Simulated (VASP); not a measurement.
# InP in VASP: further runs

The runs below take InP through single point, with PBEsol.

All numbers are computed with VASP 6.6.1; they aren't measurements. Logs are shortened: lines on timing, memory, paths and dates and some standing lists are left out, and cuts for length are marked.

**The experiment to reproduce.**

From a printed reference work, data compilation, for a bulk crystal of InP at 1.6 K: band gap 1.4236 eV (direct).

The results are compared with them further down.

## 1. The cell of the first run

The structure is cubic, space group F-43m (No. 216). Conventional cell: a = 5.908 Å, b = 5.908 Å, c = 5.908 Å, α = 90.00°, β = 90.00°, γ = 90.00°. Within 3.4 Å of In (site symmetry -43m) lie 4 P at 2.56 Å. Within 3.4 Å of P (site symmetry -43m) lie 4 In at 2.56 Å.

## 2. Single point, PBEsol

File INCAR:

```
SYSTEM = InP
PREC = Accurate ; ENCUT = 500
EDIFF = 1E-6 ; ISMEAR = 0
SIGMA = 0.01 ; LREAL = .False.
LASPH = .True. ; NELM = 120
ALGO = Normal ; ISIF = 2
LWAVE = .False. ; LCHARG = .True.
GGA = PS ; LELF = .True.
LVHAR = .True. ; NBANDS = 16
GGA_COMPAT = .False.
```

File KPOINTS:

```
Automatic mesh
0
Gamma
  6 6 6
  0 0 0
```

File POSCAR:

```
InP
1.0
    0.0000000000      2.9539354454      2.9539354454
    2.9539354454      0.0000000000      2.9539354454
    2.9539354454      2.9539354454      0.0000000000
In P
1 1
Direct
    0.0000000000      0.0000000000      0.0000000000
    0.7500000000      0.7500000000      0.7500000000
```

Potentials or basis: VASP PAW PBE potentials, release 64 (In_d, P).

On the command line:

```console
$ cat potpaw_PBE.64/In_d/POTCAR potpaw_PBE.64/P/POTCAR > POTCAR
$ mpirun -np 1 vasp_std > vasp.out
```

OUTCAR:

```text
SYSTEM = InP
   PREC = Accurate
   ENCUT = 500
   EDIFF = 1E-6
   ISMEAR = 0
   LREAL = .False.
   LASPH = .True.
   NELM = 120
   ISIF = 2
   GGA = PS

 ion  position               nearest neighbor table
   1  0.000  0.000  0.000-   2 2.56   2 2.56   2 2.56   2 2.56
   2  0.750  0.750  0.750-   1 2.56   1 2.56   1 2.56   1 2.56

  LATTYP: Found a face centered cubic cell.
 ALAT       =     5.9078708908

  Lattice vectors:

 A1 = (   0.0000000000,   2.9539354454,   2.9539354454)
 A2 = (   2.9539354454,   0.0000000000,   2.9539354454)
 A3 = (   2.9539354454,   2.9539354454,   0.0000000000)

Analysis of symmetry for initial positions (statically):
=====================================================================
 Subroutine PRICEL returns:
 Original cell was already a primitive cell.

 Routine SETGRP: Setting up the symmetry group for a
 face centered cubic supercell.

 Subroutine GETGRP returns: Found 24 space group operations
 (whereof 24 operations were pure point group operations)
 out of a pool of 48 trial point group operations.

The static configuration has the point symmetry T_d .

Analysis of symmetry for dynamics (positions and initial velocities):
=====================================================================
 Subroutine PRICEL returns:
 Original cell was already a primitive cell.

 Routine SETGRP: Setting up the symmetry group for a
 face centered cubic supercell.

 Subroutine GETGRP returns: Found 24 space group operations
 (whereof 24 operations were pure point group operations)
 out of a pool of 48 trial point group operations.

The dynamic configuration has the point symmetry T_d .

 Subroutine INISYM returns: Found 24 space group operations
 (whereof 24 operations are pure point group operations),
 and found     1 'primitive' translations

----------------------------------------------------------------------------------------

                                     Primitive cell

  volume of cell :      51.5505

  direct lattice vectors                    reciprocal lattice vectors
     0.000000000  2.953935445  2.953935445    -0.169265717  0.169265717  0.169265717
     2.953935445  0.000000000  2.953935445     0.169265717 -0.169265717  0.169265717
     2.953935445  2.953935445  0.000000000     0.169265717  0.169265717 -0.169265717

  length of vectors
     4.177495569  4.177495569  4.177495569     0.293176821  0.293176821  0.293176821

[... 70 lines left out ...]
   NELM   =    120;   NELMIN=  2; NELMDL= -5     # of ELM steps
   EDIFF  = 0.1E-05   stopping-criterion for ELM
   LREAL  =      F    real-space projection
   EDIFFG = 0.1E-04   stopping-criterion for IOM
   NSW    =      0    number of steps for IOM
   IBRION =     -1    ionic relax: 0-MD 1-quasi-New 2-CG
   NFREE  =      0    steps in history (QN), initial steepest desc. (CG)
   ISIF   =      2    stress and relaxation
   ISYM   =      2    0-nonsym 1-usesym 2-fastsym
   POTIM  = 0.5000    time-step for ionic-motion
   TEBEG  =    0.0;   TEEND  =   0.0 temperature during run
   PSTRESS=    0.0 pullay stress
   NELECT =      18.0000    total number of electrons
   NUPDOWN=      -1.0000    fix difference up-down
   EMIN   =  10.00;   EMAX   =-10.00  energy-range for DOS
   EFERMI =   0.00;   METHOD = LEGACY
   ISMEAR =     0;   SIGMA  =   0.01  broadening in eV -4-tet -1-fermi 0-gaus
   EFERMI_NEDOS =   21; number of points for ismear=-14 and -15
   IALGO  =     38    algorithm
   IMIX   =      4    mixing-type and parameters
     AMIX     =   0.40;   BMIX     =  1.00
     AMIX_MAG =   1.60;   BMIX_MAG =  1.00
  volume/ion in A,a.u.               =      25.78       173.94
  Fermi-wavevector in a.u.,A,eV,Ry     =   1.152802  2.178480 18.081491  1.328952
  Thomas-Fermi vector in A             =   2.289450
   LORBIT       =      0    0 simple, 1 ext, 2 COOP (PROOUT), +10 PAW based schemes
   GGA     = PS    functional components
   LHFCALC =     F    Hartree Fock is set to
   AEXX    =    0.0000 exact exchange contribution
   IVDW    =     0    specifies the selected vdW correction
   LEPSILON=     F    determine dielectric tensor
   LRPA    =     F    only Hartree local field effects (RPA)
 non-spin polarized calculation
 Gauss-broadening in eV      SIGMA  =   0.01
  energy-cutoff  :      500.00
  volume of cell :       51.55
 maximum number of plane-waves:      1363
   NGX = 15   NGY = 15   NGZ = 15

 number of electron      17.9999996 magnetization

 Free energy of the ion-electron system (eV)
  ---------------------------------------------------
  ext. energy  EPLUGINS =         0.00000000
  ---------------------------------------------------
  free energy    TOTEN  =        -9.14073539 eV

  energy without entropy =       -9.14073539  energy(sigma->0) =       -9.14073539

 E-fermi :   4.9364     XC(G=0):  -9.3718

 val. band max:        4.8402909004   @ k =   0.0000   0.0000   0.0000
 cond. band min:       5.3240902834   @ k =   0.0000   0.0000   0.0000
 fundamental gap:      0.4837993831
 Fermi energy:         4.9364418245

 k-point     1 :       0.0000    0.0000    0.0000
  band No.  band energies     occupation
      1      -9.2700      2.00000
      2      -9.2700      2.00000
      3      -9.2700      2.00000
      4      -9.1274      2.00000
      5      -9.1274      2.00000
      6      -6.5464      2.00000
[... 281 lines left out ...]
      3      -9.1795      2.00000
      4      -9.1540      2.00000
      5      -9.1069      2.00000
      6      -4.1806      2.00000
[... 8 lines left out ...]
     15      15.9869      0.00000
     16      16.6580      0.00000

------------------------ aborting loop because EDIFF is reached ----------------------------------------

  FORCE on cell =-STRESS in cart. coord.  units (eV):
  Direction    XX          YY          ZZ          XY          YZ          ZX
  --------------------------------------------------------------------------------------
  -------------------------------------------------------------------------------------
  Total       -0.3192078     -0.3192078     -0.3192078      0.0000000      0.0000000      0.0000000
  in kB       -9.9209002     -9.9209002     -9.9209002      0.0000000      0.0000000      0.0000000
  external PRESSURE =      -9.9209002 kB  Pullay stress =       0.0000000 kB

 VOLUME and BASIS-vectors are now :
 -----------------------------------------------------------------------------
  energy-cutoff  :      500.00
  volume of cell :       51.55
      direct lattice vectors                 reciprocal lattice vectors
     0.000000000  2.953935445  2.953935445    -0.169265717  0.169265717  0.169265717
     2.953935445  0.000000000  2.953935445     0.169265717 -0.169265717  0.169265717
     2.953935445  2.953935445  0.000000000     0.169265717  0.169265717 -0.169265717

 POSITION                                       TOTAL-FORCE (eV/Angst)
 -----------------------------------------------------------------------------------
      0.00000      0.00000      0.00000        -0.000000     -0.000000      0.000000
      4.43090      4.43090      4.43090         0.000000      0.000000     -0.000000
 -----------------------------------------------------------------------------------
    total drift:                               -0.000000     -0.000000      0.000000

  FREE ENERGIE OF THE ION-ELECTRON SYSTEM (eV)
  ---------------------------------------------------
  free  energy   TOTEN  =        -9.1407353880 eV

  energy  without entropy=       -9.1407353880  energy(sigma->0) =       -9.14073539
```

OSZICAR:

```text
N       E                     dE             d eps       ncg     rms          rms(c)
DAV:   1     0.107338529936E+03    0.10734E+03   -0.80293E+03   512   0.121E+03
DAV:   2    -0.253361884092E+01   -0.10987E+03   -0.10557E+03   600   0.296E+02
DAV:   3    -0.934411152081E+01   -0.68105E+01   -0.67879E+01   632   0.720E+01
DAV:   4    -0.953053674864E+01   -0.18643E+00   -0.18635E+00   680   0.131E+01
DAV:   5    -0.954053125080E+01   -0.99945E-02   -0.99942E-02   712   0.262E+00    0.526E+00
DAV:   6    -0.917610340040E+01    0.36443E+00   -0.56720E-01   824   0.130E+01    0.308E+00
DAV:   7    -0.914298243526E+01    0.33121E-01   -0.13103E-01   736   0.321E+00    0.109E+00
DAV:   8    -0.914040622641E+01    0.25762E-02   -0.13877E-02   656   0.134E+00    0.286E-01
DAV:   9    -0.914064663346E+01   -0.24041E-03   -0.11371E-03   648   0.372E-01    0.138E-01
DAV:  10    -0.914070708573E+01   -0.60452E-04   -0.15521E-04   768   0.140E-01    0.892E-02
DAV:  11    -0.914073608926E+01   -0.29004E-04   -0.38774E-05   592   0.675E-02    0.251E-02
DAV:  12    -0.914073538802E+01    0.70124E-06   -0.46833E-06   648   0.254E-02
   1 F= -.91407354E+01 E0= -.91407354E+01  d E =-.553849E-44
```

stdout:

```text
POSCAR found type information on POSCAR InP
 POSCAR found :  2 types and       2 ions
 scaLAPACK will be used
 -----------------------------------------------------------------------------
|                                                                             |
|                                                                             |
|     You enforced a specific xc type in the INCAR file but a different       |
|     I HOPE YOU KNOW WHAT YOU ARE DOING!                                     |
|                                                                             |
 -----------------------------------------------------------------------------

 LDA part: xc-table for (Slater+PW92), standard interpolation
 POSCAR, INCAR and KPOINTS ok, starting setup
 FFT: planning ... GRIDC
 FFT: planning ... GRID_SOFT
 FFT: planning ... GRID
 WAVECAR not read
 entering main loop
```

Run time: 6.3 s. Hardware: 1 thread of Intel Xeon 6975P-C (Granite Rapids), shared host; peak memory 0.16 GiB.

Results:

* Free energy: -9.1407 eV
* Pressure: -1.0 GPa
* Band gap on the k mesh: 0.48 eV

Caveat: the PAW data sets were made with another functional, which shifts forces and pressure a little; spin-orbit coupling is left out, which moves the levels of the heavy elements.

## 3. Single point, PBEsol

File INCAR:

```
  ALGO = Normal
  EDIFF = 1E-6
  ENCUT = 500
  GGA = PS
  GGA_COMPAT = False
  ISIF = 2
  ISMEAR = 0
  LASPH = True
  LCHARG = True
  LELF = True
  LREAL = False
  LVHAR = True
  LWAVE = False
  NBANDS = 16
  NELM = 120
  PREC = Accurate
  SIGMA = 0.01
```

File KPOINTS:

```
k-points
0
Gamma
  6 6 6
```

POSCAR is that of step 2.

Potentials or basis: VASP PAW PBE potentials, release 64 (In_d, P).

On the command line:

```console
$ cat potpaw_PBE.64/In_d/POTCAR potpaw_PBE.64/P/POTCAR > POTCAR
$ mpirun -np 1 vasp_std > vasp.out
```

OUTCAR:

```text
EDIFF = 1E-6
   ENCUT = 500
   GGA = PS
   ISIF = 2
   ISMEAR = 0
   LASPH = True
   LREAL = False
   NELM = 120
   PREC = Accurate

 ion  position               nearest neighbor table
   1  0.000  0.000  0.000-   2 2.56   2 2.56   2 2.56   2 2.56
   2  0.750  0.750  0.750-   1 2.56   1 2.56   1 2.56   1 2.56

  LATTYP: Found a face centered cubic cell.
 ALAT       =     5.9078708908

  Lattice vectors:

 A1 = (   0.0000000000,   2.9539354454,   2.9539354454)
 A2 = (   2.9539354454,   0.0000000000,   2.9539354454)
 A3 = (   2.9539354454,   2.9539354454,   0.0000000000)

Analysis of symmetry for initial positions (statically):
=====================================================================
 Subroutine PRICEL returns:
 Original cell was already a primitive cell.

 Routine SETGRP: Setting up the symmetry group for a
 face centered cubic supercell.

 Subroutine GETGRP returns: Found 24 space group operations
 (whereof 24 operations were pure point group operations)
 out of a pool of 48 trial point group operations.

The static configuration has the point symmetry T_d .

[... 149 lines left out ...]
  energy without entropy =       -9.14073539  energy(sigma->0) =       -9.14073539

 E-fermi :   4.9364     XC(G=0):  -9.3718

 val. band max:        4.8402909004   @ k =   0.0000   0.0000   0.0000
 cond. band min:       5.3240902834   @ k =   0.0000   0.0000   0.0000
 fundamental gap:      0.4837993831
 Fermi energy:         4.9364418245

 k-point     1 :       0.0000    0.0000    0.0000
  band No.  band energies     occupation
      1      -9.2700      2.00000
      2      -9.2700      2.00000
      3      -9.2700      2.00000
      4      -9.1274      2.00000
      5      -9.1274      2.00000
      6      -6.5464      2.00000
[... 281 lines left out ...]
      3      -9.1795      2.00000
      4      -9.1540      2.00000
      5      -9.1069      2.00000
      6      -4.1806      2.00000
[... 8 lines left out ...]
     15      15.9869      0.00000
     16      16.6580      0.00000

------------------------ aborting loop because EDIFF is reached ----------------------------------------

  FORCE on cell =-STRESS in cart. coord.  units (eV):
  Direction    XX          YY          ZZ          XY          YZ          ZX
  --------------------------------------------------------------------------------------
  -------------------------------------------------------------------------------------
  Total       -0.3192078     -0.3192078     -0.3192078      0.0000000      0.0000000      0.0000000
  in kB       -9.9209002     -9.9209002     -9.9209002      0.0000000      0.0000000      0.0000000
  external PRESSURE =      -9.9209002 kB  Pullay stress =       0.0000000 kB

 VOLUME and BASIS-vectors are now :
 -----------------------------------------------------------------------------
  energy-cutoff  :      500.00
  volume of cell :       51.55
      direct lattice vectors                 reciprocal lattice vectors
     0.000000000  2.953935445  2.953935445    -0.169265717  0.169265717  0.169265717
     2.953935445  0.000000000  2.953935445     0.169265717 -0.169265717  0.169265717
     2.953935445  2.953935445  0.000000000     0.169265717  0.169265717 -0.169265717

 POSITION                                       TOTAL-FORCE (eV/Angst)
 -----------------------------------------------------------------------------------
      0.00000      0.00000      0.00000        -0.000000     -0.000000      0.000000
      4.43090      4.43090      4.43090         0.000000      0.000000     -0.000000
 -----------------------------------------------------------------------------------
    total drift:                               -0.000000     -0.000000      0.000000

  FREE ENERGIE OF THE ION-ELECTRON SYSTEM (eV)
  ---------------------------------------------------
  free  energy   TOTEN  =        -9.1407353880 eV

  energy  without entropy=       -9.1407353880  energy(sigma->0) =       -9.14073539
```

Wall time 6.3 s (1 thread of Intel Xeon 6975P-C (Granite Rapids), shared host); peak memory 0.17 GiB.

What came out:

```yaml
Free_energy: -9.1407 eV
Pressure: -1.0 GPa
Band_gap_on_the_k_mesh: 0.48 eV
```

Caveat: the PAW data sets were made with another functional, which shifts forces and pressure a little; spin-orbit coupling is left out, which moves the levels of the heavy elements.

## 4. Single point, PBEsol (z stretched by -0.5 %, x and y held)

File INCAR:

```
SYSTEM = InP
  PREC = Accurate
  ENCUT = 500
  EDIFF = 1E-6
  ISMEAR = 0
  SIGMA = 0.01
  LREAL = .FALSE.
  LASPH = .TRUE.
  NELM = 120
  ALGO = Normal
  ISIF = 2
  LWAVE = .FALSE.
  LCHARG = .TRUE.
  GGA = PS
  LELF = .TRUE.
  LVHAR = .TRUE.
  NBANDS = 16
  GGA_COMPAT = .FALSE.
```

File KPOINTS:

```
Automatic mesh
0
G
  6 6 6
  0 0 0
```

File POSCAR:

```
InP
1.0
    0.0000000000      2.9392392491      2.9245430529
    2.9392392491      0.0000000000      2.9245430529
    2.9392392491      2.9392392491      0.0000000000
In P
1 1
Direct
    0.0000000000      0.0000000000      0.0000000000
    0.7500000000      0.7500000000      0.7500000000
```

Potentials or basis: VASP PAW PBE potentials, release 64 (In_d, P).

On the command line:

```console
$ cat potpaw_PBE.64/In_d/POTCAR potpaw_PBE.64/P/POTCAR > POTCAR
$ mpirun -np 1 vasp_std > vasp.out
```

OUTCAR:

```text
SYSTEM = InP
   PREC = Accurate
   ENCUT = 500
   EDIFF = 1E-6
   ISMEAR = 0
   LREAL = .FALSE.
   LASPH = .TRUE.
   NELM = 120
   ISIF = 2
   GGA = PS

 ion  position               nearest neighbor table
   1  0.000  0.000  0.000-   2 2.54   2 2.54   2 2.54   2 2.54
   2  0.750  0.750  0.750-   1 2.54   1 2.54   1 2.54   1 2.54

  LATTYP: Found a body centered tetragonal cell.
 ALAT       =     4.1567120091
 C/A-ratio  =     1.4071424946

  Lattice vectors:

[... 644 lines left out ...]

  FORCE on cell =-STRESS in cart. coord.  units (eV):
  Direction    XX          YY          ZZ          XY          YZ          ZX
  --------------------------------------------------------------------------------------
  -------------------------------------------------------------------------------------
  Total        0.0764559      0.0764559      0.1424678      0.0000000      0.0000000      0.0000000
  in kB        2.4241728      2.4241728      4.5172001      0.0000000      0.0000000      0.0000000
  external PRESSURE =       3.1218486 kB  Pullay stress =       0.0000000 kB

 VOLUME and BASIS-vectors are now :
 -----------------------------------------------------------------------------
  energy-cutoff  :      500.00
  volume of cell :       50.53
      direct lattice vectors                 reciprocal lattice vectors
     0.000000000  2.939239249  2.924543053    -0.170112045  0.170112045  0.170966880
     2.939239249  0.000000000  2.924543053     0.170112045 -0.170112045  0.170966880
     2.939239249  2.939239249  0.000000000     0.170112045  0.170112045 -0.170966880

 POSITION                                       TOTAL-FORCE (eV/Angst)
 -----------------------------------------------------------------------------------
      0.00000      0.00000      0.00000        -0.000000     -0.000000     -0.000000
      4.40886      4.40886      4.38681         0.000000      0.000000      0.000000
 -----------------------------------------------------------------------------------
    total drift:                               -0.000000     -0.000000     -0.000000

  FREE ENERGIE OF THE ION-ELECTRON SYSTEM (eV)
  ---------------------------------------------------
  free  energy   TOTEN  =        -9.1425554673 eV

  energy  without entropy=       -9.1425554673  energy(sigma->0) =       -9.14255547
```

OSZICAR:

```text
N       E                     dE             d eps       ncg     rms          rms(c)
DAV:   1     0.108361137108E+03    0.10836E+03   -0.83185E+03   968   0.124E+03
DAV:   2    -0.228891997425E+01   -0.11065E+03   -0.10558E+03  1056   0.286E+02
DAV:   3    -0.936860414877E+01   -0.70797E+01   -0.70470E+01  1216   0.730E+01
DAV:   4    -0.954428242843E+01   -0.17568E+00   -0.17563E+00  1272   0.125E+01
DAV:   5    -0.955166648467E+01   -0.73841E-02   -0.73839E-02  1424   0.213E+00    0.545E+00
DAV:   6    -0.918004685892E+01    0.37162E+00   -0.57277E-01  1552   0.134E+01    0.319E+00
DAV:   7    -0.914486724550E+01    0.35180E-01   -0.13643E-01  1352   0.333E+00    0.111E+00
DAV:   8    -0.914224149679E+01    0.26257E-02   -0.14563E-02  1248   0.139E+00    0.314E-01
DAV:   9    -0.914246265015E+01   -0.22115E-03   -0.11385E-03  1256   0.362E-01    0.148E-01
DAV:  10    -0.914252824246E+01   -0.65592E-04   -0.16721E-04  1448   0.162E-01    0.944E-02
DAV:  11    -0.914255643808E+01   -0.28196E-04   -0.47828E-05  1112   0.799E-02    0.381E-02
DAV:  12    -0.914255546732E+01    0.97076E-06   -0.51934E-06  1160   0.216E-02
   1 F= -.91425555E+01 E0= -.91425555E+01  d E =-.140612E-67
```

Wall time 11 s (1 thread of Intel Xeon 6975P-C (Granite Rapids), shared host); peak memory 0.17 GiB.

Results:

- Free energy: -9.1426 eV
- Pressure: 0.3 GPa
- Band gap on the k mesh: 0.58 eV

Stress tensor (GPa, compression positive):
```
0.24 0.00 0.00
0.00 0.24 0.00
0.00 0.00 0.45
```

Levels at points of the mesh, in eV from the valence-band top:
```tsv
k point	band 5	band 6	band 7	band 8	band 9	band 10	band 11	band 12	band 13	band 14
(0.00, 0.00, 0.00)	-14.01	-11.54	-0.02	-0.02	0.00	0.58	3.99	4.00	4.00	8.32
(0.50, 0.00, 0.00)	-14.00	-9.80	-5.80	-1.01	-0.98	1.37	4.70	4.73	6.92	9.28
(0.50, 0.50, 0.00)	-13.98	-9.13	-5.80	-2.38	-2.38	1.60	2.12	9.09	9.48	9.48
(0.50, 0.00, 0.50)	-13.98	-9.15	-5.83	-2.35	-2.35	1.63	2.16	9.04	9.47	9.50
```

Caveat: the cell differs from its parent crystal (z stretched by -0.5 %, x and y held); the PAW data sets were made with another functional, which shifts forces and pressure a little; spin-orbit coupling is left out, which moves the levels of the heavy elements.

(Part 1 of 2 ends here.)
